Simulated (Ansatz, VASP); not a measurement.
# Ti (linear Ti chain) in two plane-wave programs

One calculation is typed for both programs; each brings its own data sets. How far apart do they land? The structure shown is the end of the Ansatz relaxation below.

Method: plane waves, with VASP 6.6.1 beside it; single point at PBE, in Ansatz 0.2.0.

## Step 1: The starting structure

The cell holds 1 atom: 1 Ti. Its edges and angles: a = 7.500 Å, b = 7.500 Å, c = 2.631 Å, α = 90.0°, β = 90.0°, γ = 90.0°. Vacuum lies along a and b. The structure's axis is c.

Structure file:

```cif
data_structure
_symmetry_space_group_name_H-M 'P 1'
_symmetry_Int_Tables_number 1
_cell_length_a 7.5000
_cell_length_b 7.5000
_cell_length_c 2.6307
_cell_angle_alpha 90.000
_cell_angle_beta 90.000
_cell_angle_gamma 90.000
_cell_volume 147.98
loop_
_atom_site_label
_atom_site_type_symbol
_atom_site_fract_x
_atom_site_fract_y
_atom_site_fract_z
_atom_site_occupancy
Ti1 Ti 0.50000 0.50000 0.00000 1
```

## Step 2: Ansatz: relaxation, PBE

Ansatz runs on its default PAW (the set named soft_2) files.

This run makes the geometry at which the two programs are then compared.

input.yaml reads:

```yaml
crystal:
  lattice:
    - [7.5, 0.0, 0.0]
    - [0.0, 7.5, 0.0]
    - [0.0, 0.0, 2.976]
  atoms:
    - { symbol: Ti, position: [0.5, 0.5, 0.0], spin: 2.0 }
magnetization:
  spin_polarized: true
kpoints:
  mp_grid: { grid: [1, 1, 27] }
scf:
  occupations: { method: fermi_dirac, width: 0.05 }
hamiltonian:
  xc: pbe
relax:
  cell: { fix: [a, b, alpha, beta, gamma] }
  max_steps: 60
```

Started as:

```console
$ ansatz run input.yaml --threads 4 --pin off --max-ram 8192MiB --backend cpu --events-out ev --progress --plain --runs-dir out
```

Numbers of over 12 decimals in the logs are rounded to 6 here.

The program printed:

```text
Engine: ansatz 0.2.0, x86_64-unknown-linux-gnu
Pseudopotentials: kind: paw
Pseudopotential: Ti, paw, valence charge 12, recommended cutoff 420 eV (normal), Ti.paw.azcp
Functional definition: PBE
  parameter kappa = 0.804
  parameter beta = 0.066725
  exchange = pbe_x(kappa = kappa, mu = beta*pi^2/3)
  correlation = pbe_c(beta = beta)
Crystal: 1 atoms, lattice volume = 167.400 Å³
Basis set: ecut = 420 eV, 3265 PW (Γ), exchange–correlation on 108×108×40 points (8 copies of the dense FFT grid, shifted against one another)
Bands: 11, of which v1, the nominal top of the filled ones, is band 6 counted from 1 (5 counted from 0)
Symmetry: 16 space group operations
Space group: P4/mmm (ITA 123), of the structure as read, at distance tolerance 5.5e-5 Å
Magnetic group: BNS 123.339 (UNI 999), of the structure as read, at distance tolerance 5.5e-5 Å
k-points: 14 of 27
Non-local potential: Ti, projectors of the file, l = 0: 3, l = 1: 2, l = 2: 3, l = 3: 1
PAW form: soft (Blöchl's): semilocal exchange-correlation on the pseudo side does not see the compensation charge
PAW one-centre angular grid: Ti, 590 points (default); XC on 64 Gauss nodes
Initial density: superposition of atomic densities (neutral atoms: chi_scale 0, normalization atom)
Starting moments: Σ|m| = 2 μB on 1 of 1 site
Initial wavefunctions: pseudopotential atomic-orbital guess
Functional: x = pbe(κ = 0.804, μ = 0.219515), c = pbe(β = 0.066725)
SCF iter   1: F=—  HF=-2495.525789 eV  |F-HF|=—  |Δ(HF+E_count)|=         —  Δρ=1.30e-2 (↑1.30e-2 ↓5.84e-3)  dr2=9.66e-1  dr2_m=5.42e-2  M=2.582 μB ∫|m|=2.582 μB  β_m=0.30  ethr=3.10e-3  ⟨swp⟩=5.2  Hψ=1763  notcnv=0
Mixer restart at iter 1: flushing history
preconditioner: auto → LDOS  [metal: Δε(μ)=0.029 eV  Ē_g=2.230 eV  σ=0.050 eV  W_gap=0.15  n_scr=12 (ndim 8)  ℏωp=5.7 eV  f_vac=0.556  D(μ)=5.02/eV (n_scr^D=30)]
spin=Collinear: LDOS preconditioning applied to the charge; magnetization (m = ρ↑ − ρ↓) channel mixes plain (no charge-response kernel on spin).
SCF iter   2: F=—  HF=-2495.616931 eV  |F-HF|=—  |Δ(HF+E_count)|=   9.11e-2  Δρ=8.38e-3 (↑8.38e-3 ↓4.00e-3)  dr2=4.26e-1  dr2_m=2.75e-2  M=2.668 μB ∫|m|=2.668 μB  β_m=0.57  ethr=3.10e-3  ⟨swp⟩=2.2  Hψ=652  notcnv=0
SCF iter   3: F=—  HF=-2495.804723 eV  |F-HF|=—  |Δ(HF+E_count)|=   1.88e-1  Δρ=2.14e-3 (↑2.14e-3 ↓1.30e-3)  dr2=9.65e-3  dr2_m=1.90e-3  M=2.823 μB ∫|m|=2.823 μB  β_m=0.76  ethr=3.10e-3  ⟨swp⟩=2.3  Hψ=580  notcnv=0
SCF iter   4: F=—  HF=-2495.961917 eV  |F-HF|=—  |Δ(HF+E_count)|=         —  Δρ=1.27e-2 (↑1.27e-2 ↓5.03e-4)  dr2=6.31e-2  dr2_m=6.22e-2  M=2.872 μB ∫|m|=2.872 μB  β_m=1.00  ethr=8.04e-5  ⟨swp⟩=2.6  Hψ=667  notcnv=0
Mixer restart at iter 4: flushing history
SCF iter   5: F=—  HF=-2495.877701 eV  |F-HF|=—  |Δ(HF+E_count)|=   8.42e-2  Δρ=1.44e-3 (↑1.44e-3 ↓4.51e-4)  dr2=3.12e-3  dr2_m=1.08e-3  M=2.883 μB ∫|m|=2.883 μB  β_m=0.76  ethr=4.17e-4  ⟨swp⟩=2.0  Hψ=601  notcnv=0
SCF iter   6: F=—  HF=-2495.880997 eV  |F-HF|=—  |Δ(HF+E_count)|=   3.30e-3  Δρ=7.09e-4 (↑7.09e-4 ↓2.15e-4)  dr2=5.15e-4  dr2_m=2.46e-4  M=2.883 μB ∫|m|=2.883 μB  β_m=0.88  ethr=2.60e-5  ⟨swp⟩=2.5  Hψ=662  notcnv=0  defer=3
SCF iter   7: F=—  HF=-2495.882278 eV  |F-HF|=—  |Δ(HF+E_count)|=   1.28e-3  Δρ=1.95e-4 (↑1.95e-4 ↓8.32e-5)  dr2=5.70e-5  dr2_m=1.79e-5  M=2.884 μB ∫|m|=2.884 μB  β_m=0.89  ethr=4.29e-6  ⟨swp⟩=2.0  Hψ=543  notcnv=0  defer=3
SCF iter   8: F=—  HF=-2495.882331 eV  |F-HF|=—  |Δ(HF+E_count)|=   5.29e-5  Δρ=4.54e-5 (↑4.54e-5 ↓2.31e-5)  dr2=2.16e-6  dr2_m=1.36e-6  M=2.884 μB ∫|m|=2.884 μB  β_m=0.92  ethr=4.75e-7  ⟨swp⟩=2.0  Hψ=480  notcnv=0  defer=3
SCF iter   9: F=—  HF=-2495.882332 eV  |F-HF|=—  |Δ(HF+E_count)|=   1.44e-6  Δρ=1.18e-5 (↑1.18e-5 ↓4.46e-6)  dr2=1.29e-7  dr2_m=7.41e-8  M=2.884 μB ∫|m|=2.884 μB  β_m=0.90  ethr=1.80e-8  ⟨swp⟩=2.1  Hψ=484  notcnv=0  defer=3
SCF iter  10: F=—  HF=-2495.882333 eV  |F-HF|=—  |Δ(HF+E_count)|=   1.72e-7  Δρ=1.96e-6 (↑1.90e-6 ↓1.96e-6)  dr2=1.19e-8  dr2_m=3.16e-9  M=2.884 μB ∫|m|=2.884 μB  β_m=0.95  ethr=1.08e-9  ⟨swp⟩=2.1  Hψ=444  notcnv=0  defer=3
SCF iter  11: F=-2495.882333 eV  HF=-2495.882333 eV  |F-HF|=1.42e-9  |Δ(HF+E_count)|=   1.64e-8  Δρ=7.72e-7 (↑7.72e-7 ↓5.85e-7)  dr2=2.35e-10  dr2_m=6.43e-10  M=2.884 μB ∫|m|=2.884 μB  ethr=9.88e-11  ⟨swp⟩=1.8  Hψ=973  notcnv=0
SCF 1 converged in 11 iterations: F = -2495.882333 eV  dr2 = 2.35e-10
  greatest PAW one-centre occupation: 0.999 electrons in one spin orbital (limit 2), on the Ti atom at site 0 (counted from 0), in its partial waves of l = 0
relax step   1: F+E_penalty+E_count = -2495.88233256 eV  Δ(F+E_penalty+E_count) = +0.000e0 eV  max|allowed force component| = 0.000e0 eV/Å  Δτ_max = 0.0000 Å  P = -0.729 GPa  Ω = 167.400 Å³  fix = [a, b, alpha, beta, gamma]  reactions: a -0.325, b -0.325 GPa  (11 SCF iters, dr2 threshold 1.00e-7 eV, accepted)
[...]
relax step   5: F+E_penalty+E_count = -2495.99168445 eV  Δ(F+E_penalty+E_count) = -9.930e-4 eV  max|allowed force component| = 0.000e0 eV/Å  Δτ_max = 0.0000 Å  P = -0.209 GPa  Ω = 148.460 Å³  energy of the carried Pulay correction = +2.895e-4 eV  fix = [a, b, alpha, beta, gamma]  reactions: a -0.273, b -0.273 GPa  (6 SCF iters, dr2 threshold 1.00e-7 eV, accepted)
[...]
relax step   6: F+E_penalty+E_count = -2495.99179666 eV  Δ(F+E_penalty+E_count) = -1.122e-4 eV  max|allowed force component| = 0.000e0 eV/Å  Δτ_max = 0.0000 Å  P = -0.177 GPa  Ω = 147.979 Å³  energy of the carried Pulay correction = +2.976e-4 eV  fix = [a, b, alpha, beta, gamma]  reactions: a -0.273, b -0.273 GPa  (6 SCF iters, dr2 threshold 1.71e-8 eV, accepted)
[...]
relax step   7: F+E_penalty+E_count = -2495.99136311 eV  Δ(F+E_penalty+E_count) = +4.336e-4 eV  max|allowed force component| = 0.000e0 eV/Å  Δτ_max = 0.0000 Å  P = -0.176 GPa  Ω = 147.979 Å³  fix = [a, b, alpha, beta, gamma]  reactions: a -0.272, b -0.272 GPa  stress off target by 1.61e-2 GPa on what of the cell is left free  SCF on the basis re-selected at this cell (its energy is not comparable with the rows above)  (8 SCF iters)
basis re-selected at this cell: Δ(F+E_penalty+E_count) = +4.336e-4 eV, ΔP = +0.001 GPa vs the last step (what re-selecting the basis moved, of the pressure what is left beyond the Pulay correction that the steps carried, after the strain that the cell walked since its last selection, with what the two solves' SCF thresholds leave and, on support functions, any second-order correction that the steps lacked; it is no measure of the basis error at this ecutwfc). The dense FFT grid was sized anew with the basis: this SCF ran on 54×54×18 points, the steps before it on 54×54×20, so part of this shift can come from that change (see relax.cell in the input reference). [rest of the remark cut]
SCF converged after 8 iterations
Magnetization: 3.0228 μB (7.5114 up, 4.4886 down)
Absolute magnetization: 3.0228 μB (∫|ρ↑−ρ↓|, with the PAW one-centre terms)
Spin contamination: 0.0015 ħ² per cell (⟨S²⟩ above its minimum at these occupations)
Per-site moments (μB) at R_I (Å): [(1.941066, 1.085181)]
Free energy (F): -2495.991363 eV
Harris-Foulkes:  -2495.991363 eV  (|F-HF|=2.73e-12)
Internal energy: -2495.971189 eV  (E = F + TS)
E sigma→0 (E₀):  -2495.981276 eV
Entropy (-TS):   -0.020174 eV (-20.174 meV/atom)
Fermi energy:    -1.249620 eV
--- Per-component energies (eV) ---
  E_band       = -331.329298
  E_kinetic    = 271.121644
  E_local      = -2352.243422  (includes V_loc(G=0)·N_el)
  E_nonlocal   = 14.179487
  E_hartree    = 1014.136910
  E_xc         = -94.013630
  E_vxc        = -117.277765  (∫ρ·V_xc dr)
  E_paw        = -1050.560963  (= ΣΔE_a)
  E_vpaw       = -175.383200  (= ΣTr[D̂ρ^β])
  E_aug_tail   = 0.000121  (compensation charges beyond the density's cutoff)
  E_ewald      = -298.591336
  E_smearing   = -0.020174  (= −TS)
  E_closure    = -0.000000  (closes the sum)
  Σ components = -2495.991363   (vs F -2495.991363, Δ=0.00e0)
--- Forces (eV/Å), atoms counted from 1 ---
  atom   1  Ti     0.00000000     0.00000000     0.00000000
  max |Σ_I F_I| component: 0.00e0 eV/Å
--- Stress (GPa, compression-positive) ---
       -0.272087       0.000000       0.000000
        0.000000      -0.272087       0.000000
        0.000000       0.000000       0.016127
  P = ⅓ Tr σ = -0.1760 GPa (-1.760 kbar)
--- Relaxed structure (6 steps of the walk, 6 accepted, 1 SCFs on fresh bases) ---
  F+E_penalty+E_count = -2495.99136311 eV   max|allowed force component| = 0.000e0 eV/Å   (the final SCF, on the basis selected at the relaxed cell)
  cell:  # Å, volume = 147.9792 Å³
    - [7.5, 0.0, 0.0]
    - [0.0, 7.5, 0.0]
    - [0.0, 0.0, 2.630742]
  atoms:
    - { symbol: Ti, position: [0.5, 0.5, 0.0] }
```

The column dr2 measures how far the density is from self-consistency, as an energy; F and HF (Harris–Foulkes) agree once it is small.

## Step 3: VASP: single point, PBE

The same cell, functional, mesh and smearing now go to VASP, with its own data sets.

Lines of VASP's logs that name or quote its potential files are left out, and so is its time.

INCAR reads:

```
SYSTEM = Ti
PREC = Accurate
ENCUT = 500
EDIFF = 1E-06
NELM = 200
ISMEAR = -1
SIGMA = 0.05
LREAL = .FALSE.
ALGO = Normal
GGA = PE
NBANDS = 14
ISPIN = 2
MAGMOM = 1.94
LASPH = .TRUE.
LMAXMIX = 4
LORBIT = 11
LWAVE = .FALSE.
LCHARG = .FALSE.
ISIF = 2
GGA_COMPAT = .FALSE.
```

POSCAR reads:

```
Ti
1.0
    7.5000000000      0.0000000000      0.0000000000
    0.0000000000      7.5000000000      0.0000000000
    0.0000000000      0.0000000000      2.6307415553
Ti
1
Direct
    0.5000000000      0.5000000000      0.0000000000
```

KPOINTS reads:

```
Automatic mesh
0
Gamma
1 1 27
0 0 0
```

PAW data sets: Ti_sv (PBE family, release 64).

Started as:

```console
$ mpirun -np 1 vasp_std
```

The program printed:

```text
[banner, memory and clock lines left out]
running    1 mpi-ranks, on    1 nodes
 distrk:  each k-point on    1 cores,    1 groups
 distr:  one band on    1 cores,    1 groups

 POSCAR found type information on POSCAR Ti
 POSCAR found :  1 types and       1 ions
 LDA part: xc-table for (Slater+PW92), standard interpolation
 POSCAR, INCAR and KPOINTS ok, starting setup
 FFT: planning ... GRIDC
 FFT: planning ... GRID_SOFT
 FFT: planning ... GRID
 WAVECAR not read
 entering main loop
       N       E                     dE             d eps       ncg     rms          rms(c)
DAV:   1     0.535412430543E+02    0.53541E+02   -0.61694E+03  1000   0.619E+02
DAV:   2     0.410761742380E+01   -0.49434E+02   -0.46329E+02   970   0.160E+02
DAV:   3    -0.372430270117E+01   -0.78319E+01   -0.73493E+01  1346   0.484E+01
DAV:   4    -0.417904910759E+01   -0.45475E+00   -0.45277E+00   904   0.108E+01
DAV:   5    -0.420295338283E+01   -0.23904E-01   -0.23901E-01  1094   0.198E+00    0.746E+00
DAV:   6    -0.383895114257E+01    0.36400E+00   -0.11057E+00   896   0.900E+00    0.368E+00
DAV:   7    -0.403450853059E+01   -0.19556E+00   -0.19850E-01   808   0.394E+00    0.166E+00
DAV:   8    -0.406248222317E+01   -0.27974E-01   -0.86045E-02   910   0.161E+00    0.172E+00
DAV:   9    -0.405625816315E+01    0.62241E-02   -0.18720E-02   878   0.992E-01    0.131E+00
DAV:  10    -0.409957132404E+01   -0.43313E-01   -0.13891E-02   854   0.110E+00    0.681E-01
DAV:  11    -0.413623140940E+01   -0.36660E-01   -0.13952E-02   790   0.104E+00    0.566E-01
DAV:  12    -0.416202706776E+01   -0.25796E-01   -0.17048E-02   822   0.822E-01    0.251E-01
DAV:  13    -0.416955046829E+01   -0.75234E-02   -0.76229E-03   896   0.346E-01    0.320E-01
DAV:  14    -0.417059605818E+01   -0.10456E-02   -0.16884E-03   802   0.327E-01    0.821E-02
DAV:  15    -0.417056763051E+01    0.28428E-04   -0.39289E-04   790   0.143E-01    0.209E-01
DAV:  16    -0.417086675418E+01   -0.29912E-03   -0.74912E-05   876   0.729E-02    0.129E-01
DAV:  17    -0.417107853223E+01   -0.21178E-03   -0.10857E-04   832   0.700E-02    0.424E-02
DAV:  18    -0.417111682206E+01   -0.38290E-04   -0.63455E-05   870   0.451E-02    0.716E-03
DAV:  19    -0.417111993811E+01   -0.31161E-05   -0.34145E-05   790   0.388E-02    0.240E-02
DAV:  20    -0.417112921608E+01   -0.92780E-05   -0.33662E-05   784   0.412E-02    0.259E-03
DAV:  21    -0.417112455451E+01    0.46616E-05   -0.20970E-05   760   0.267E-02    0.171E-03
DAV:  22    -0.417112364717E+01    0.90734E-06   -0.92293E-06   760   0.170E-02
   1 F= -.41711236E+01 E0= -.41609200E+01  d E =-.204073E-01  mag=     3.0197
```

From OUTCAR (step 3):

```text
ion  position               nearest neighbor table
   1  0.500  0.500  0.000-

  LATTYP: Found a simple tetragonal cell.
 ALAT       =     7.5000000000
 C/A-ratio  =     0.3507655407

 Subroutine GETGRP returns: Found 16 space group operations
 (whereof 16 operations were pure point group operations)

The static configuration has the point symmetry D_4h.

 Found     14 irreducible k-points:

   k-points           NKPTS =     14   k-points in BZ     NKDIM =     14   number of bands    NBANDS=     14

   dimension x,y,z NGX =    56 NGY =   56 NGZ =   20
   dimension x,y,z NGXF=   112 NGYF=  112 NGZF=   40

   ENCUT  =  500.0 eV  36.75 Ry    6.06 a.u.  13.67 13.67  4.80*2*pi/ulx,y,z

   NELECT =      12.0000    total number of electrons

 k-points in reciprocal lattice and weights: Automatic mesh
   0.00000000  0.00000000  0.00000000       0.037
   0.00000000  0.00000000  0.03703704       0.074
   0.00000000  0.00000000  0.07407407       0.074
   0.00000000  0.00000000  0.11111111       0.074
   0.00000000  0.00000000  0.14814815       0.074
   0.00000000  0.00000000  0.18518519       0.074
   0.00000000  0.00000000  0.22222222       0.074
   0.00000000  0.00000000  0.25925926       0.074
   0.00000000  0.00000000  0.29629630       0.074
[...]
0.00000000  0.00000000  0.44444444       0.074
   0.00000000  0.00000000  0.48148148       0.074

 average (electrostatic) potential at core
       1 -82.6056

 E-fermi :  -1.8415

 spin component 1
 k-point     1 :       0.0000    0.0000    0.0000
  band No.  band energies     occupation
    ...
      4     -35.4533      1.00000
      5      -5.2940      1.00000
      6      -3.0726      1.00000
      7      -2.2773      0.99984
      8      -2.2205      0.99949
      9      -0.9979      0.00000
     10      -0.9979      0.00000
     11      -0.1531      0.00000
     12      -0.1531      0.00000
     13       1.2328      0.00000
    ...

 k-point     2 :       0.0000    0.0000    0.0370
  band No.  band energies     occupation
    ...
      4     -35.4652      1.00000
      5      -5.2457      1.00000
      6      -3.0462      1.00000
      7      -2.2654      0.99979
      8      -2.2093      0.99936
      9      -1.0655      0.00000
     10      -1.0655      0.00000
     11      -0.0918      0.00000
     12      -0.0918      0.00000
     13       1.2599      0.00000
    ...

 k-point     3 :       0.0000    0.0000    0.0741
  band No.  band energies     occupation
    ...
      4     -35.5003      1.00000
      5      -5.1023      1.00000
      6      -2.9673      1.00000
      7      -2.2304      0.99958
      8      -2.1761      0.99876
      9      -1.2347      0.00001
     10      -1.2347      0.00001
     11       0.0621      0.00000
     12       0.0621      0.00000
     13       1.3409      0.00000
    ...

 k-point     4 :       0.0000    0.0000    0.1111
  band No.  band energies     occupation
    ...
      4     -35.5565      1.00000
      5      -4.8682      1.00000
      6      -2.8368      1.00000
      7      -2.1737      0.99870
      8      -2.1223      0.99637
      9      -1.4590      0.00048
     10      -1.4590      0.00048
     11       0.2720      0.00000
     12       0.2720      0.00000
     13       1.4760      0.00000
    ...

 k-point     5 :       0.0000    0.0000    0.1481
  band No.  band energies     occupation
    ...
      4     -35.6303      1.00000
      5      -4.5507      1.00000
      6      -2.6565      1.00000
      7      -2.0979      0.99410
      8      -2.0503      0.98487
      9      -1.7120      0.06976
     10      -1.7120      0.06976
     11       0.5254      0.00000
     12       0.5254      0.00000
     13       1.6653      0.00000
    ...

 k-point     6 :       0.0000    0.0000    0.1852
  band No.  band energies     occupation
    ...
      6      -2.4290      0.99999
      7      -2.0064      0.96435
      8      -1.9776      0.93821
      9      -1.9776      0.93821
     10      -1.9633      0.91948
     11       0.8213      0.00000
     12       0.8213      0.00000
     13       1.9088      0.00000
     14       2.7319      0.00000

  Total       -0.2619301     -0.2619301     -0.0097020      0.0000000     -0.0000000      0.0000000
  in kB       -2.8359280     -2.8359280     -0.1050444      0.0000000     -0.0000000      0.0000000
  external PRESSURE =      -1.9256335 kB  Pullay stress =       0.0000000 kB

  energy-cutoff  :      500.00
  volume of cell :      147.98
      direct lattice vectors                 reciprocal lattice vectors
     7.500000000  0.000000000  0.000000000     0.133333333  0.000000000  0.000000000
     0.000000000  7.500000000  0.000000000     0.000000000  0.133333333  0.000000000
     0.000000000  0.000000000  2.630741555     0.000000000  0.000000000  0.380120958

 POSITION                                       TOTAL-FORCE (eV/Angst)
 -----------------------------------------------------------------------------------
      3.75000      3.75000      0.00000         0.000000      0.000000      0.000000
 -----------------------------------------------------------------------------------
    total drift:                                0.000000      0.000000      0.000000

  FREE ENERGIE OF THE ION-ELECTRON SYSTEM (eV)
  ---------------------------------------------------
  free  energy   TOTEN  =        -4.1711236472 eV

  energy  without entropy=       -4.1507163706  energy(sigma->0) =       -4.16092001

 total charge
# of ion       s       p       d       tot
------------------------------------------
    1        2.237   5.969   2.037  10.243

 magnetization (x)
# of ion       s       p       d       tot
------------------------------------------
    1        0.047   0.042   1.946   2.035

[... 6 further parts left out ...]
```

## Step 4: Comparison

Known differences besides the potentials themselves: VASP starts from the moments at which Ansatz ended; the cutoff is 420 eV in Ansatz and 500 eV in VASP; Ansatz's pressure holds a Pulay correction, VASP's none; site moments are counted in spheres of each program's own size. Total energies have different zeros and are not compared.

The two programs side by side:

| quantity | Ansatz | VASP | difference |
| --- | --- | --- | --- |
| pressure (GPa) | -0.18 | -0.19 | +0.02 |
| total moment (μB) | 3.02 | 3.02 | 0.00 |
| moment on Ti1 (μB) | 1.94 | 2.04 | -0.09 |

## Step 5: Outcome

```yaml
difference_in_total_moment_single_point_pbe: 0.0031 μB
```

In words: The difference in total moment is 0.0031 μB (single point, PBE). Such differences can come from data sets, numerical settings and the points named under the comparisons, not from the functional's error against experiment.

[Lines on the potential files, build, host, timing and source positions are cut from VASP's logs without a mark.]

[Logs are printed without paths, hosts, clocks, repeated set-up lines and the standing remarks that a program may print on its own settings, such as how far it seeks lower states.]

[Hosts, paths, dates, database ids (printed as entryN), source tags and the programs' standing remarks are cut or masked in the printed files.]
